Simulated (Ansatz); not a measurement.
# MoS2 (P6_3/mmc) in Ansatz: settings compared

Aim: see how the results for MoS2 move with the level of theory and the settings. Levels: HISS, PBE. Tasks: single point.

Everything below comes from runs of Ansatz 0.2.0. Logs are shortened: lines on timing, memory, paths and dates and some standing lists are left out, and cuts for length are marked.

**Measured values to compare with.**

From “Multiwavelength excitation Raman Scattering Analysis of bulk and 2 dimensional MoS2: Vibrational properties of atomically thin MoS2 layers”, 2015, arxiv:1506.03228, for a bulk crystal of MoS2 at 300 K: band gap 1.3 eV (indirect).

The results are compared with them further down.

### Step 1. The crystal as given

It takes space group P6_3/mmc (No. 194, hexagonal). The conventional cell has a = 3.169 Å, b = 3.169 Å, c = 12.324 Å, α = 90.00°, β = 90.00°, γ = 120.00°. Mo (site symmetry -6m2) is surrounded by 6 S at 2.41 Å. S (site symmetry 3m) has 3 Mo at 2.41 Å as nearest neighbours.

### Step 2. Single point, HISS

The input, input.yaml:

```yaml
crystal:
  lattice:
    - [3.169, 0.0, 0.0]
    - [-1.5845, 2.7444345046, 0.0]
    - [0.0, 0.0, 12.324]
  atoms:
    - { symbol: Mo, position: [0.6666666667, 0.3333333333, 0.75] }
    - { symbol: Mo, position: [0.3333333333, 0.6666666667, 0.25] }
    - { symbol: S, position: [0.6666666667, 0.3333333333, 0.377] }
    - { symbol: S, position: [0.3333333333, 0.6666666667, 0.877] }
    - { symbol: S, position: [0.6666666667, 0.3333333333, 0.123] }
    - { symbol: S, position: [0.3333333333, 0.6666666667, 0.623] }
hamiltonian:
  xc: hiss
  pseudopotentials: { kind: paw }
kpoints:
  mp_grid: { grid: [6, 6, 2] }
scf:
  occupations: { method: fermi_dirac, width: 0.05 }
  exx: { singularity: none }
output:
  forces: true
  stress: true
  eigenvalues: true
  write_density: true
  write_potential: true
  elf: true
  volumetric_format: npy
```

Potentials or basis: Ansatz PAW.

The run is started by

```sh
> ansatz run input.yaml --threads 2 --pin off --max-ram 5632MiB --backend cpu --events-out ev --progress --plain --runs-dir out
```

What it wrote:

```text
Warning: output.stress: scf.convergence.dr2_threshold = 1e-7 eV (the SCF's general default) is looser than the 6e-10 eV advised for a printed stress (1e-10 eV for each atom of the cell: 6). What an SCF threshold leaves in a stress goes as its square root, and in the free energy as the threshold itself, and one threshold admits the most on a small cell: of the crystals measured, under no hybrid functional and no lock of the moments, on runs that ended without the residual-converged pass, on stresses that held no estimate of that error, the worst erred by over 100 MPa in a component at 1e-7 eV an atom and by under 5 at 1e-10. Set scf.convergence.dr2_threshold to 6e-10 eV or tighter. The threshold is an SCF's pass mark: one that does not reach it within its budget of iterations ends unconverged, or closes short of it on a stop that the run arms, and scf.convergence.dr2_threshold's page says what that costs each kind of run
Warning: output.stress: scf.exx.energy_threshold = 1e-6 eV is looser than the 6e-8 eV advised for a stress under a hybrid functional (1e-8 eV for each atom of the cell: 6). Every SCF of the exchange loop can meet its threshold on dr2 while the loop round them stops early: no threshold on dr2 bounds what that leaves in the stress. Set scf.exx.energy_threshold to 6e-8 eV or tighter. The threshold is the loop's pass mark: a loop that does not reach it within its budget of cycles ends unconverged, and scf.exx.energy_threshold's page has the law
Warning: RAYON_NUM_THREADS=2 ignored (pool sized by the plan → 2); use --threads N
Engine: ansatz 0.2.0, x86_64-unknown-linux-gnu
Pseudopotentials: kind: paw
Pseudopotential: Mo, paw, valence charge 14, recommended cutoff 420 eV (normal), Mo.paw.azcp
Pseudopotential: S, paw, valence charge 6, recommended cutoff 420 eV (normal), S.paw.azcp
Functional definition: HISS
  parameter a = 0.6
  parameter omega_sr = 0.84/bohr
  parameter omega_lr = 0.20/bohr
  exchange = wpbe_x - a*(pbe_x_sr(omega_lr) - pbe_x_sr(omega_sr)) + a*(exact_x_sr(omega_lr) - exact_x_sr(omega_sr))
  correlation = pbe_c
Crystal: 6 atoms, lattice volume = 107.183 Å³
Basis set: ecut = 420 eV, 2081 PW (Γ), exchange–correlation on 48×48×180 points (8 copies of the dense FFT grid, shifted against one another)
Bands: 32, of which v1, the nominal top of the filled ones, is band 26 counted from 1 (25 counted from 0)
Symmetry: 24 space group operations
Space group: P63/mmc (ITA 194), of the structure as read, at distance tolerance 4.8e-5 Å
k-points: 14 of 72
Non-local potential: Mo, projectors of the file, l = 0: 3, l = 1: 2, l = 2: 2, l = 3: 1
Non-local potential: S, projectors of the file, l = 0: 2, l = 1: 2, l = 2: 2
PAW form: soft (Blöchl's): semilocal exchange-correlation on the pseudo side does not see the compensation charge
PAW frozen core: Mo, regenerated for the run's functional, and the local potential with it (the file was generated under x = pbe(κ = 0.804, μ = 0.2195149727645171), c = pbe(β = 0.06672455060314922))
PAW frozen core: S, regenerated for the run's functional, and the local potential with it (the file was generated under x = pbe(κ = 0.804, μ = 0.2195149727645171), c = pbe(β = 0.06672455060314922))
PAW one-centre angular grid: Mo, 590 points (default); XC on 64 Gauss nodes
PAW one-centre angular grid: S, 110 points (default); XC on 64 Gauss nodes
Initial density: superposition of atomic densities (neutral atoms: chi_scale 0, normalization atom), corrected by the library's trained network
Initial wavefunctions: pseudopotential atomic-orbital guess
Functional: x = wpbeh, c = pbe(β = 0.06672455060314922), warm-up for x = wpbeh + 0.6 (exact − pbe) at middle range (ω = 1.5873699446856468 to 0.37794522492515403 Å⁻¹), c = pbe(β = 0.06672455060314922)
SCF iter   1: F=—  HF=-13524.910340 eV  |F-HF|=—  |Δ(HF+E_count)|=         —  Δρ=6.54e-3  dr2=4.11e-2  ethr=1.77e-3  ⟨swp⟩=5.5  Hψ=1858  notcnv=0
preconditioner: auto → none  [insulator: Δε(μ)=0.870 eV  Ē_g=7.778 eV  σ=0.050 eV  W_gap=1.00  n_scr=26 (ndim 8)  ℏωp=21.5 eV  f_vac=0.016  D(μ)=0.00/eV (n_scr^D=0)]
SCF iter   2: F=—  HF=-13524.941661 eV  |F-HF|=—  |Δ(HF+E_count)|=   3.13e-2  Δρ=7.96e-3  dr2=1.90e-1  ethr=7.90e-5  ⟨swp⟩=4.3  Hψ=1319  notcnv=0
SCF iter   3: F=—  HF=-13524.916864 eV  |F-HF|=—  |Δ(HF+E_count)|=   2.48e-2  Δρ=2.58e-3  dr2=4.66e-3  ethr=7.90e-5  ⟨swp⟩=4.1  Hψ=1198  notcnv=0
iter 4 solved again at ethr=3.34e-7 eV; its pass at ethr=8.96e-6 eV (dr2=1.74e-4 eV) is discarded
SCF iter   4: F=—  HF=-13524.918482 eV  |F-HF|=—  |Δ(HF+E_count)|=   1.62e-3  Δρ=4.07e-4  dr2=1.02e-4  ethr=3.34e-7  ⟨swp⟩=4.1  Hψ=1851  notcnv=0
eigensolver tolerance schedule: the retry pair's looser diagonalisation over-reported the residual by 0.71 of it (diagonalisation noise at 0.76 of the residual, at the tolerance the schedule requests for it); recorded, not acted on — ethr = c·dr2/N_el stays at c = 1.0e-1
SCF iter   5: F=-13524.918537 eV  HF=-13524.918536 eV  |F-HF|=1.27e-6  |Δ(HF+E_count)|=   5.33e-5  Δρ=5.83e-5  dr2=1.32e-6  ethr=1.96e-7  ⟨swp⟩=3.6  Hψ=959  notcnv=0
SCF 1 stopped early in 5 iterations: F = -13524.918537 eV  dr2 = 1.32e-6
Initial density: handed on by an earlier stage of this run
Initial wavefunctions: those handed on with the density
Functional: x = wpbeh + 0.6 (exact − pbe) at middle range (ω = 1.5873699446856468 to 0.37794522492515403 Å⁻¹), c = pbe(β = 0.06672455060314922)
Exchange kernel: α = 0.0000 at short range, 0.6000 at middle range (ω = 1.5874, 0.3779 Å⁻¹), several ranges, finite q→0 limit: no correction, no radius, q-mesh 6×6×2, nearest image of the exchange supercell L = 19.01 Å, pair-density grid 15×15×60, without the augmentation charges, whose exchange is taken in its separable form by FFT convolution over the k-point mesh (sized by the pseudopotential files, 20×20×90 at the most), smooth part of the exact exchange by density-matrix convolution
Frozen-core exchange: fock
SCF iter   1: F=—  HF=-13529.126423 eV  |F-HF|=—  |Δ(HF+E_count)|=         —  Δρ=1.81e-2  dr2=7.76e-1  ethr=2.55e-8  ⟨swp⟩=8.8  Hψ=2898  notcnv=0
preconditioner: auto → none  [insulator: Δε(μ)=1.465 eV  Ē_g=9.923 eV  σ=0.050 eV  W_gap=1.00  n_scr=26 (ndim 8)  ℏωp=21.5 eV  f_vac=0.015  D(μ)=0.00/eV (n_scr^D=0)]
SCF iter   2: F=—  HF=-13529.256131 eV  |F-HF|=—  |Δ(HF+E_count)|=   1.30e-1  Δρ=2.17e-2  dr2=1.67e0  ethr=2.55e-8  ⟨swp⟩=8.1  Hψ=2596  notcnv=0  recentre
SCF iter   3: F=—  HF=-13528.977689 eV  |F-HF|=—  |Δ(HF+E_count)|=   2.78e-1  Δρ=4.84e-3  dr2=3.90e-2  ethr=2.55e-8  ⟨swp⟩=7.8  Hψ=2464  notcnv=0
SCF iter   4: F=—  HF=-13529.024651 eV  |F-HF|=—  |Δ(HF+E_count)|=   4.70e-2  Δρ=3.19e-3  dr2=1.53e-2  ethr=2.55e-8  ⟨swp⟩=6.6  Hψ=2093  notcnv=0
SCF iter   5: F=—  HF=-13529.021364 eV  |F-HF|=—  |Δ(HF+E_count)|=   3.29e-3  Δρ=8.15e-4  dr2=7.44e-4  ethr=2.55e-8  ⟨swp⟩=5.7  Hψ=1835  notcnv=0
SCF iter   6: F=—  HF=-13529.024190 eV  |F-HF|=—  |Δ(HF+E_count)|=   2.83e-3  Δρ=5.17e-4  dr2=4.23e-4  ethr=2.55e-8  ⟨swp⟩=5.5  Hψ=1560  notcnv=0
SCF iter   7: F=—  HF=-13529.024093 eV  |F-HF|=—  |Δ(HF+E_count)|=   9.74e-5  Δρ=6.31e-5  dr2=3.14e-5  ethr=2.55e-8  ⟨swp⟩=4.8  Hψ=1377  notcnv=0
SCF iter   8: F=-13529.024281 eV  HF=-13529.024288 eV  |F-HF|=7.08e-6  |Δ(HF+E_count)|=   1.95e-4  Δρ=1.35e-4  dr2=1.24e-5  ethr=3.24e-9  ⟨swp⟩=5.4  Hψ=1607  notcnv=0
SCF 2 stopped early in 8 iterations: F = -13529.024281 eV  dr2 = 1.24e-5
  Residual-converged pass: ⟨swp⟩=3.0  Hψ=1142  notcnv=0  max |occ|·‖R‖ = 6.4e-6 eV (tolerance 6.7e-6 eV)  dr2=1.24e-5  dr2_onsite=6.17e-7  max |Δocc| = 2.6e-13
hybrid outer 1: dexx = +7.316e-2 eV, tail = 9.46e-5 eV
Exchange kernel: α = 0.0000 at short range, 0.6000 at middle range (ω = 1.5874, 0.3779 Å⁻¹), several ranges, finite q→0 limit: no correction, no radius, q-mesh 6×6×2, nearest image of the exchange supercell L = 19.01 Å, pair-density grid 15×15×60, without the augmentation charges, whose exchange is taken in its separable form by FFT convolution over the k-point mesh (sized by the pseudopotential files, 20×20×90 at the most), smooth part of the exact exchange by density-matrix convolution
Frozen-core exchange: fock
SCF iter   1: F=—  HF=-13529.024591 eV  |F-HF|=—  |Δ(HF+E_count)|=         —  Δρ=1.06e-4  dr2=1.10e-5  ethr=9.10e-7  ⟨swp⟩=3.6  Hψ=1047  notcnv=0
preconditioner: auto → none  [insulator: Δε(μ)=1.581 eV  Ē_g=9.743 eV  σ=0.050 eV  W_gap=1.00  n_scr=26 (ndim 8)  ℏωp=21.5 eV  f_vac=0.015  D(μ)=0.00/eV (n_scr^D=0)]
SCF iter   2: F=—  HF=-13529.024589 eV  |F-HF|=—  |Δ(HF+E_count)|=   1.96e-6  Δρ=3.39e-5  dr2=1.23e-6  ethr=1.90e-8  ⟨swp⟩=3.0  Hψ=894  notcnv=0
SCF iter   3: F=—  HF=-13529.024592 eV  |F-HF|=—  |Δ(HF+E_count)|=   3.07e-6  Δρ=1.44e-5  dr2=1.87e-7  ethr=6.08e-10  ⟨swp⟩=4.2  Hψ=1230  notcnv=0
SCF iter   4: F=—  HF=-13529.024592 eV  |F-HF|=—  |Δ(HF+E_count)|=   3.19e-7  Δρ=7.43e-6  dr2=4.13e-8  ethr=2.04e-10  ⟨swp⟩=4.1  Hψ=1160  notcnv=0
SCF iter   5: F=—  HF=-13529.024592 eV  |F-HF|=—  |Δ(HF+E_count)|=   4.43e-8  Δρ=1.35e-6  dr2=6.45e-9  ethr=5.98e-11  ⟨swp⟩=4.2  Hψ=1157  notcnv=0
SCF iter   6: F=-13529.024592 eV  HF=-13529.024592 eV  |F-HF|=4.15e-9  |Δ(HF+E_count)|=  8.46e-10  Δρ=1.17e-6  dr2=4.41e-9  ethr=1.11e-11  ⟨swp⟩=3.6  Hψ=905  notcnv=0  defer=1
SCF 3 converged in 6 iterations: F = -13529.024592 eV  dr2 = 4.41e-9
  Residual-converged pass: ⟨swp⟩=3.0  Hψ=1027  notcnv=0  max |occ|·‖R‖ = 7.5e-7 eV (tolerance 7.7e-7 eV)  dr2=4.41e-9  dr2_onsite=6.12e-11  max |Δocc| = 4.4e-15
hybrid outer 2: dexx = +6.087e-6 eV, tail = 4.62e-8 eV, Δε = 3.53e-3 eV (about 8.94e-5 eV left of the loop's levels), ΔF = 1.28e-3 eV/Å (tail 5.82e-4)
hybrid SCF converged: 2 outer / 14 inner (+5 warm-up), last move |dexx| = 6.09e-6 eV, tail = 4.62e-8 eV
Stability not checked: this state was not tested for a lower state beside it, because the functional holds exact exchange (a hybrid, or Hartree-Fock), whose exchange loop this test does not read (fock_operator; see scf.lower_state_search)
Free energy (F): -13529.024593 eV
Frozen-core exchange: fock
Harris-Foulkes:  -13529.024593 eV  (|F-HF|=4.15e-9)
Internal energy: -13529.024593 eV  (E = F + TS)
E sigma→0 (E₀):  -13529.024593 eV
Entropy (-TS):   -0.000000 eV (-0.000 meV/atom)
Fermi energy:    11.073466 eV
--- Per-component energies (eV) ---
  E_band       = -450.100115
  E_kinetic    = 1306.882217
  E_local      = -3896.512825  (includes V_loc(G=0)·N_el)
  E_nonlocal   = 390.803260
  E_hartree    = 1491.743376
  E_xc         = -575.475645
  E_vxc        = -626.375185  (∫ρ·V_xc dr)
  E_exx        = -158.737911  (= α·E_x^exact, valence–valence)
  E_paw        = -8826.436562  (= ΣΔE_a)
  E_vpaw       = -290.913384  (= ΣTr[D̂ρ^β])
  E_aug_tail   = 0.000083  (compensation charges beyond the density's cutoff)
  E_ewald      = -3261.216446
  E_core_change = -0.074139  (= ΣΔE_core)
  E_smearing   = -0.000000  (= −TS)
  E_closure    = 0.000000  (closes the sum)
  Σ components = -13529.024593   (vs F -13529.024593, Δ=1.82e-12)
--- Forces (eV/Å), atoms counted from 1 ---
  atom   1  Mo    -0.00000000    -0.00000000     0.00000000
  atom   2  Mo    -0.00000000     0.00000000     0.00000000
  atom   3  S      0.00000000    -0.00000000    -0.86329861
  atom   4  S     -0.00000000     0.00000000    -0.86329861
  atom   5  S      0.00000000    -0.00000000     0.86329861
  atom   6  S     -0.00000000     0.00000000     0.86329861
  max |Σ_I F_I| component: 2.02e-17 eV/Å
--- Stress (GPa, compression-positive) ---
       -4.923247       0.000000      -0.000000
       -0.000000      -4.923247       0.000000
       -0.000000       0.000000      -5.785990
  P = ⅓ Tr σ = -5.2108 GPa (-52.108 kbar)
--- Band table (eV; the first three rows and the last of 14) ---
  k-point 0: bands = ["-56.8117", "-56.8116", "-29.3078", "-29.3075", "-28.9719", "-28.9719", "-28.9718", "-28.9718", "-7.4742", "-7.1434", "-5.9852", "-5.4386", "2.1295", "3.3670", "6.1570", "6.4359", "6.4359", "6.4552", "6.4552", "7.8482", "7.8482", "7.9080", "7.9080", "8.7538", "9.0677", "10.3473", "13.4291", "13.4291", "13.4569", "13.4569", "13.5129", "13.5129"]
  k-point 1: bands = ["-56.8116", "-56.8116", "-29.3077", "-29.3077", "-28.9719", "-28.9719", "-28.9719", "-28.9719", "-7.3336", "-7.3336", "-5.6906", "-5.6906", "2.6530", "2.6530", "6.4454", "6.4454", "6.4454", "6.4454", "7.2468", "7.2468", "7.8781", "7.8781", "7.8781", "7.8781", "10.0139", "10.0139", "13.4280", "13.4280", "13.4280", "13.4280", "13.6305", "13.6305"]
  k-point 2: bands = ["-56.7960", "-56.7960", "-29.2782", "-29.2781", "-29.1222", "-29.1222", "-29.0053", "-29.0053", "-6.9782", "-6.6564", "-5.7548", "-5.2714", "2.6576", "3.8522", "5.4491", "5.4883", "5.5673", "6.5084", "6.9039", "6.9492", "7.1768", "7.2530", "7.8480", "8.7948", "8.9914", "9.4856", "12.6410", "13.0321", "13.2183", "13.2390", "13.2867", "13.5402"]
  k-point 13: bands = ["-56.7410", "-56.7410", "-29.3901", "-29.3901", "-29.3631", "-29.3631", "-29.1740", "-29.1740", "-4.6335", "-4.6335", "-4.5913", "-4.5913", "3.1447", "3.1447", "3.9335", "3.9335", "4.7447", "4.7447", "4.9916", "4.9916", "6.2279", "6.2279", "6.8239", "6.8239", "9.6890", "9.6890", "11.9292", "11.9292", "13.6971", "13.6971", "14.2560", "14.2560"]
```

Run time: 36 s. Hardware: 2 threads of INTEL XEON PLATINUM 8581C at 2.30GHz (Emerald Rapids), shared host; peak memory 2.4 GiB.

Results:

| Quantity | Value |
| --- | --- |
| Free energy | -13529.0246 eV |
| Pressure | -5.2 GPa |
| Largest force | 0.863 eV/Å |
| Band gap on the k mesh | 1.58 eV, indirect (least direct gap 2.15 eV) |

Forces in eV/Å, atoms in the order of the input:
```
Mo   0.000  0.000  0.000
Mo   0.000  0.000  0.000
S    0.000  0.000 -0.863
S    0.000  0.000 -0.863
S    0.000  0.000  0.863
S    0.000  0.000  0.863
```

Stress tensor (GPa, compression positive):
```
-4.92  0.00  0.00
 0.00 -4.92  0.00
 0.00  0.00 -5.79
```

Levels at points of the mesh, in eV from the valence-band top:
```csv
k point,band 23,band 24,band 25,band 26,band 27,band 28,band 29,band 30
"(0.00, 0.00, 0.00)",-2.44,-1.59,-1.28,0.00,3.08,3.08,3.11,3.11
"(0.00, 0.00, -0.50)",-2.47,-2.47,-0.33,-0.33,3.08,3.08,3.08,3.08
"(0.00, -0.50, 0.00)",-2.12,-1.90,-1.68,-1.52,2.44,2.50,2.83,3.12
"(0.00, -0.50, -0.50)",-2.01,-2.01,-1.59,-1.59,2.46,2.46,2.98,2.98
```

Caveat: the PAW data sets come from PBE, with cores solved anew for the run's functional, which leaves a small shift of forces and pressure; the thresholds are loose for stress.

(Part 1 of 2 ends here.)
